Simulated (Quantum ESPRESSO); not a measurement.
# BAs (F-43m) in Quantum ESPRESSO: notebook

One crystal, BAs, is run at these levels: PBE; tasks: phonons.

All numbers are computed with Quantum ESPRESSO 7.5; they aren't measurements. Logs are shortened: lines on timing, memory, paths and dates and some standing lists are left out, and cuts for length are marked.

## (1) The structure

It takes space group F-43m (No. 216, cubic). Conventional cell: a = 4.777 Å, b = 4.777 Å, c = 4.777 Å, α = 90.00°, β = 90.00°, γ = 90.00°. Around As (site symmetry -43m) lie 4 B at 2.07 Å. Around B (site symmetry -43m) lie 4 As at 2.07 Å.

## (2) Phonons, PBE

File pw.in:

```
&CONTROL
  calculation = 'scf'
  prefix = 'pwscf'
  outdir = './tmp'
  pseudo_dir = './pseudo'
  tprnfor = .true.
  tstress = .true.
  disk_io = 'low'
/
&SYSTEM
  ibrav = 0
  nat = 2
  ntyp = 2
  ecutwfc = 70
  nbnd = 9
  occupations = 'smearing'
  smearing = 'fd'
  degauss = 0.00367493
/
&ELECTRONS
  conv_thr = 4d-10
  electron_maxstep = 120
  mixing_beta = 0.5
/
ATOMIC_SPECIES
As    74.9216 As_ONCV_PBE-1.2.upf
B     10.8100 B_ONCV_PBE-1.2.upf
CELL_PARAMETERS angstrom
   0.0000000000    2.3885000000    2.3885000000
   2.3885000000    0.0000000000    2.3885000000
   2.3885000000    2.3885000000    0.0000000000
ATOMIC_POSITIONS crystal
As     0.7500000000    0.7500000000    0.7500000000
B      0.0000000000    0.0000000000    0.0000000000
K_POINTS automatic
8 8 8 1 1 1
```

File scf2.in:

```
&CONTROL
  calculation = 'scf'
  prefix = 'pwscf'
  outdir = './tmp'
  pseudo_dir = './pseudo'
  tprnfor = .true.
  tstress = .true.
  disk_io = 'low'
/
&SYSTEM
  ibrav = 0
  nat = 2
  ntyp = 2
  ecutwfc = 70
  nbnd = 9
  occupations = 'fixed'
/
&ELECTRONS
  conv_thr = 1d-13
  electron_maxstep = 120
  mixing_beta = 0.5
  startingpot = 'file'
  startingwfc = 'file'
/
ATOMIC_SPECIES
As    74.9216 As_ONCV_PBE-1.2.upf
B     10.8100 B_ONCV_PBE-1.2.upf
CELL_PARAMETERS angstrom
   0.0000000000    2.3885000000    2.3885000000
   2.3885000000    0.0000000000    2.3885000000
   2.3885000000    2.3885000000    0.0000000000
ATOMIC_POSITIONS crystal
As     0.7500000000    0.7500000000    0.7500000000
B      0.0000000000    0.0000000000    0.0000000000
K_POINTS automatic
8 8 8 1 1 1
```

File ph.in:

```
phonons of BAs
&INPUTPH
  prefix = 'pwscf'
  outdir = './tmp'
  tr2_ph = 1d-18
  fildyn = 'dyn'
  niter_ph = 90
  alpha_mix(1) = 0.7
  epsil = .true.
/
0.0000000000 0.0000000000 0.0000000000
```

File dynmat.in:

```
&INPUT
  fildyn = 'dyn'
  asr = 'crystal'
  lperm = .true.
  filout = 'dynmat.disp'
  fileig = 'dynmat.eig'
/
```

File dynmat_lo.in:

```
&INPUT
  fildyn = 'dyn'
  asr = 'crystal'
  filout = 'dynmat_lo.disp'
  fileig = 'dynmat_lo.eig'
  q(1) = 0
  q(2) = 0
  q(3) = 1
/
```

Potentials or basis: SG15 PBE 1.2.

On the command line:

```console
OMP_NUM_THREADS=1 mpirun -n 4 pw.x -nk 4 -in pw.in > pw.out
OMP_NUM_THREADS=1 mpirun -n 4 pw.x -nk 4 -in scf2.in > scf2.out
OMP_NUM_THREADS=1 mpirun -n 4 ph.x -nk 4 -in ph.in > ph.out
OMP_NUM_THREADS=1 mpirun -n 1 dynmat.x -in dynmat.in > dynmat.out
OMP_NUM_THREADS=1 mpirun -n 1 dynmat.x -in dynmat_lo.in > dynmat_lo.out
```

pw.out:

```text
This program is part of the open-source Quantum ESPRESSO suite
     for quantum simulation of materials; please cite
[... 6 lines left out ...]
     using ibrav=0 with symmetry is DISCOURAGED, use correct ibrav instead

     K-points division:     npool     =       4
     Subspace diagonalization in iterative solution of the eigenvalue problem:
     a serial algorithm will be used

     G-vector sticks info
     --------------------
     sticks:   dense  smooth     PW     G-vecs:    dense   smooth      PW
     Sum         769     769    253                14361    14361    2637

     Using Slab Decomposition

     bravais-lattice index     =            0
     lattice parameter (alat)  =       6.3832  a.u.
     unit-cell volume          =     183.9087 (a.u.)^3
     number of atoms/cell      =            2
     number of atomic types    =            2
     number of electrons       =         8.00
     number of Kohn-Sham states=            9
     kinetic-energy cutoff     =      70.0000  Ry
     charge density cutoff     =     280.0000  Ry
     scf convergence threshold =      4.0E-10
     mixing beta               =       0.5000
     number of iterations used =            8  plain     mixing
     Exchange-correlation= PBE
                           (   1   4   3   4   0   0   0)

     celldm(1)=   6.383210  celldm(2)=   0.000000  celldm(3)=   0.000000
     celldm(4)=   0.000000  celldm(5)=   0.000000  celldm(6)=   0.000000

[... 8 lines left out ...]
               b(3) = (  0.707107  0.707107 -0.707107 )

     PseudoPot. # 1 for As read from file:
     As_ONCV_PBE-1.2.upf
     Pseudo is Norm-conserving, Zval =  5.0
     Generated using ONCVPSP code by D. R. Hamann
     Using radial grid of  602 points,  6 beta functions with:
                l(1) =   0
                l(2) =   0
                l(3) =   1
                l(4) =   1
                l(5) =   2
                l(6) =   2

     PseudoPot. # 2 for B  read from file:
     B_ONCV_PBE-1.2.upf
     Pseudo is Norm-conserving, Zval =  3.0
     Generated using ONCVPSP code by D. R. Hamann
     Using radial grid of  602 points,  4 beta functions with:
                l(1) =   0
                l(2) =   0
                l(3) =   1
                l(4) =   1

     atomic species   valence    mass     pseudopotential
     As                5.00    74.92160     As( 1.00)
     B                 3.00    10.81000     B ( 1.00)

     24 Sym. Ops. (no inversion) found

   Cartesian axes

     site n.     atom                  positions (alat units)
         1        As     tau(   1) = (   1.0606602   1.0606602   1.0606602  )
         2        B      tau(   2) = (   0.0000000   0.0000000   0.0000000  )

     number of k points=    60  Fermi-Dirac smearing, width (Ry)=  0.0037
                       cart. coord. in units 2pi/alat
        k(    1) = (   0.0441942   0.0441942   0.0441942), wk =   0.0078125
        k(    2) = (   0.1325825   0.1325825  -0.0441942), wk =   0.0234375
        k(    3) = (   0.2209709   0.2209709  -0.1325825), wk =   0.0234375
        k(    4) = (   0.3093592   0.3093592  -0.2209709), wk =   0.0234375
        k(    5) = (  -0.3093592  -0.3093592   0.3977476), wk =   0.0234375
        k(    6) = (  -0.2209709  -0.2209709   0.3093592), wk =   0.0234375
[... 52 lines left out ...]
        k(   59) = (   0.3093592   0.3093592   0.3093592), wk =   0.0078125
        k(   60) = (  -0.3093592  -0.3093592   0.9280777), wk =   0.0234375

     Dense  grid:    14361 G-vectors     FFT dimensions: (  36,  36,  36)

     Initial potential from superposition of free atoms

     starting charge       7.9509, renormalised to       8.0000
     Starting wfcs are random

     Self-consistent Calculation

     iteration #  1     ecut=    70.00 Ry     beta= 0.50
     Davidson diagonalization with overlap
     ethr =  1.00E-02,  avg # of iterations =  8.3

     total energy              =     -18.32921643 Ry
     estimated scf accuracy    <       0.14556070 Ry

     iteration #  2     ecut=    70.00 Ry     beta= 0.50
     Davidson diagonalization with overlap
     ethr =  1.82E-03,  avg # of iterations =  1.0

     total energy              =     -18.35264454 Ry
     estimated scf accuracy    <       0.00837486 Ry

     iteration #  3     ecut=    70.00 Ry     beta= 0.50
     Davidson diagonalization with overlap
     ethr =  1.05E-04,  avg # of iterations =  2.3
[... 22 lines left out ...]
     total energy              =     -18.35317416 Ry
     estimated scf accuracy    <       0.00000005 Ry

     iteration #  7     ecut=    70.00 Ry     beta= 0.50
     Davidson diagonalization with overlap
     ethr =  5.95E-10,  avg # of iterations =  2.0

     total energy              =     -18.35317419 Ry
     estimated scf accuracy    <          1.3E-09 Ry

     iteration #  8     ecut=    70.00 Ry     beta= 0.50
     Davidson diagonalization with overlap
     ethr =  1.61E-11,  avg # of iterations =  2.0

     End of self-consistent calculation

          k = 0.0442 0.0442 0.0442 (  1823 PWs)   bands (ev):

    -6.6978   7.9698   8.4735   8.4735  12.0112  12.0580  12.0580  13.6429
    18.4763

          k = 0.1326 0.1326-0.0442 (  1836 PWs)   bands (ev):

    -6.3587   6.1137   7.3444   8.2705  12.1761  12.3794  12.9756  14.9824
    19.5228

          k = 0.2210 0.2210-0.1326 (  1834 PWs)   bands (ev):

    -5.5425   3.2330   6.6652   7.5666  11.9178  13.1519  13.6552  16.5150
    19.3612

          k = 0.3094 0.3094-0.2210 (  1827 PWs)   bands (ev):

    -4.4186   0.8088   6.3518   6.9628  11.6779  13.4756  13.5429  17.5023
    20.6034
[... 103 lines left out ...]
    -3.3168   0.4213   3.7727   5.7334  11.8768  14.3822  15.9804  17.5472
    19.1500

          k = 0.2210-0.3094 0.3977 (  1819 PWs)   bands (ev):

    -3.9836   0.3389   5.7672   6.5340  12.0122  13.2262  14.1766  17.5972
    20.5228

          k =-0.6629 0.0442 0.0442 (  1793 PWs)   bands (ev):

    -2.7041   0.2846   4.3105   4.5985  10.0616  10.5304  19.6583  19.6591
    21.2950

          k =-0.5745 0.1326-0.0442 (  1810 PWs)   bands (ev):

    -3.3164   1.1388   4.0144   4.6850  10.6462  11.8592  17.6141  18.8417
    20.9542

          k =-0.4861 0.2210-0.1326 (  1815 PWs)   bands (ev):

    -3.8080   1.1490   4.3012   5.5180  11.5285  14.4527  15.2445  16.6719
    20.4892

          k =-0.4861 0.0442 0.0442 (  1809 PWs)   bands (ev):

    -4.2582   2.3941   4.9059   5.1187  10.0840  11.7897  17.6738  17.7946
    20.4089

          k =-0.3977 0.1326-0.0442 (  1824 PWs)   bands (ev):

    -4.8901   3.1490   5.0714   5.8992  11.0815  13.3464  15.3743  16.4364
    19.8963

          k =-0.3094 0.0442 0.0442 (  1825 PWs)   bands (ev):

    -5.6885   4.8922   6.2800   6.3242  10.7071  13.7419  15.1664  15.2577
    18.7348

          k = 0.1326 0.1326 0.1326 (  1835 PWs)   bands (ev):

    -6.1921   5.1552   7.8016   7.8016  11.8524  12.9210  12.9210  15.5843
    19.7892

          k = 0.2210 0.2210 0.0442 (  1831 PWs)   bands (ev):

    -5.6980   4.1592   5.8016   7.7967  12.4760  13.0362  13.8266  15.7292
    18.7258
[... 118 lines left out ...]
    -3.1790   0.4762   3.5000   5.6028  11.1846  15.3163  16.2185  16.6527
    19.8450

          k = 0.3094 0.3094 0.3094 (  1823 PWs)   bands (ev):

    -4.1359   0.2078   6.8315   6.8315  11.3271  13.4233  13.4233  17.4954
    21.0267

          k =-0.3094-0.3094 0.9281 (  1824 PWs)   bands (ev):

    -3.7308   0.0705   5.4052   6.4661  11.9404  13.5943  14.1552  17.8555
    20.7347

     the Fermi energy is     9.2159 ev

!    total energy              =     -18.35317419 Ry
     estimated scf accuracy    <          2.7E-11 Ry
     smearing contrib. (-TS)   =      -0.00000000 Ry
     internal energy E=F+TS    =     -18.35317419 Ry

     The total energy is F=E-TS. E is the sum of the following terms:
     one-electron contribution =       5.71447855 Ry
     hartree contribution      =       1.25189114 Ry
     xc contribution           =      -5.38612520 Ry
     ewald contribution        =     -19.93341868 Ry

     convergence has been achieved in   8 iterations

     Forces acting on atoms (cartesian axes, Ry/au):

     atom    1 type  1   force =     0.00000000    0.00000000    0.00000000
     atom    2 type  2   force =     0.00000000    0.00000000   -0.00000000

     Total force =     0.000000     Total SCF correction =     0.000000

     Computing stress (Cartesian axis) and pressure

          total   stress  (Ry/bohr**3)                   (kbar)     P=       26.63
   0.00018100   0.00000000   0.00000000           26.63        0.00        0.00
   0.00000000   0.00018100   0.00000000            0.00       26.63        0.00
   0.00000000   0.00000000   0.00018100            0.00        0.00       26.63

=------------------------------------------------------------------------------=
   JOB DONE.
=------------------------------------------------------------------------------=
```

ph.out:

```text
This program is part of the open-source Quantum ESPRESSO suite
     for quantum simulation of materials; please cite
         "P. Giannozzi et al., J. Phys.:Condens. Matter 21 395502 (2009);
         "P. Giannozzi et al., J. Phys.:Condens. Matter 29 465901 (2017);
         "P. Giannozzi et al., J. Chem. Phys. 152 154105 (2020);
     in publications or presentations arising from this work. More details at

[... 337 lines left out ...]

     INITIALIZATION:

     DIELECTRIC CONSTANT AND EFFECTIVE CHARGES:

     DYNAMICAL MATRIX:

      Additional routines

=------------------------------------------------------------------------------=
   JOB DONE.
=------------------------------------------------------------------------------=
```

Run time: 66 s. Hardware: 4 MPI ranks of Arm Neoverse V1, shared host; peak memory 0.28 GiB.

What came out:

```yaml
Free_energy: -249.7077 eV
Pressure_after_relaxing: 2.7 GPa
Electronic_dielectric_tensor_diagonal: 9.77
Born_charges_mean_of_the_diagonal: As +0.52; B -0.52 e
Highest_phonon_frequency_at_Γ_LO-TO_splitting_left_out: 690 cm⁻¹
Static_dielectric_tensor_diagonal: 9.88
```

Levels at points of the mesh, in eV from the valence-band top:
```
           k point  band 2  band 3  band 4  band 5  band 6  band 7
(0.06, 0.06, 0.06)   -0.50    0.00    0.00    3.54    3.58    3.58
```

Phonon frequencies in cm⁻¹ (negative: imaginary):
| q point | frequencies |
| --- | --- |
| (0.000, 0.000, 0.000) | 10 10 10 690 690 690 |

Electronic dielectric tensor:
```
9.77 0.00 0.00
0.00 9.77 0.00
0.00 0.00 9.77
```

Born effective charge tensors (e):
atom 1, As
```
0.52 0.00 0.00
0.00 0.52 0.00
0.00 0.00 0.52
```
atom 2, B
```
-0.52  0.00  0.00
 0.00 -0.52  0.00
 0.00  0.00 -0.52
```

Optical modes at Γ, degenerate ones joined, polar ones without the macroscopic field:
```csv
cm⁻¹,components,symmetry,active in,"IR intensity, summed ((D/Å)²/amu)"
690,3,T2,IR and Raman,2.01
```

Zone-centre frequencies without and with the macroscopic field along z (cm⁻¹):
```csv
,optical modes in rising order
without,690 690 690
with the field,690 690 694
```

Static dielectric tensor, electrons and zone-centre modes:
```
9.88 0.00 0.00
0.00 9.88 0.00
0.00 0.00 9.88
```

[end of part 1 of 4]
